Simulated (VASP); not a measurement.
Wanted: the native input for a VASP 6.6.1 run.

| Item | Value |
| --- | --- |
| Task | relaxation of cell and atoms |
| Functional | LDA |
| Potentials or basis | VASP PAW LDA potentials, release 64 (Ti_sv, O) |
| Cutoff | 600 eV |
| k mesh | 8 × 8 × 4 |
| Occupations | gaussian, width 0.03 eV |
| Spin | no spin polarisation |
| Further INCAR settings | ALGO = Normal; EDIFF = 1e-06; IBRION = 2; EDIFFG = -0.01; NSW = 90; ISIF = 3 |

The structure of TiO2 lies in POSCAR:

```
TiO2
1.0
    6.1535771931     -1.8834685000      0.0000000000
    6.1535771931      1.8834685000      0.0000000000
   -1.9283261078      0.0000000000      6.3289668713
Ti O
4 8
Direct
    0.8047140000      0.8047140000      0.7162380000
    0.0999290000      0.0999290000      0.7103980000
    0.1952860000      0.1952860000      0.2837620000
    0.9000710000      0.9000710000      0.2896020000
    0.0583525000      0.0583525000      0.3699790000
    0.6380690000      0.6380690000      0.7066030000
    0.1328115000      0.1328115000      0.0047090000
    0.9416475000      0.9416475000      0.6300210000
    0.7365115000      0.7365115000      0.3475000000
    0.8671885000      0.8671885000      0.9952910000
    0.2634885000      0.2634885000      0.6525000000
    0.3619310000      0.3619310000      0.2933970000
```

The cell comes from a database or a generator and needn't be the stable form of this composition.

One way to write it, as run:

INCAR

```
SYSTEM = TiO2
  PREC = Accurate
  ENCUT = 600
  EDIFF = 1E-6
  ISMEAR = 0
  SIGMA = 0.03
  LREAL = .False.
  LASPH = .True.
  NELM = 80
  ALGO = Normal
  ISIF = 3
  LWAVE = .False.
  LCHARG = .False.
  GGA = CA
  IBRION = 2
  NSW = 90
  EDIFFG = -0.01
  KPAR = 4
```

KPOINTS

```
Automatic mesh
0
Gamma
  8 8 4
  0 0 0
```

Potentials or basis: VASP PAW LDA potentials, release 64 (Ti_sv, O).

Command:

```console
$ cat potpaw_LDA.64/Ti_sv/POTCAR potpaw_LDA.64/O/POTCAR > POTCAR
$ mpirun -np 4 vasp_std > vasp.out
```

It gave:

```json
{
  "Relaxed volume": "11.55 Å³/atom",
  "Relaxed cell": "a = 6.319 Å, b = 6.319 Å, c = 6.476 Å, α = 106.21°, β = 106.21°, γ = 34.08°",
  "Space group after relaxing (to 0.05 Å)": "C2/m (No. 12)",
  "Energy gained by relaxing": "24.7 meV/atom",
  "Ionic steps": "20",
  "Pressure after relaxing": "0.0 GPa",
  "Largest force after relaxing": "0.009 eV/Å",
  "Band gap on the k mesh": "2.81 eV, indirect (least direct gap 3.00 eV)"
}
```

It took 58 min on 4 MPI ranks on Intel(R) Xeon(R) Platinum 8559C (Emerald Rapids), with other jobs on the host, peak memory 0.74 GiB a rank.
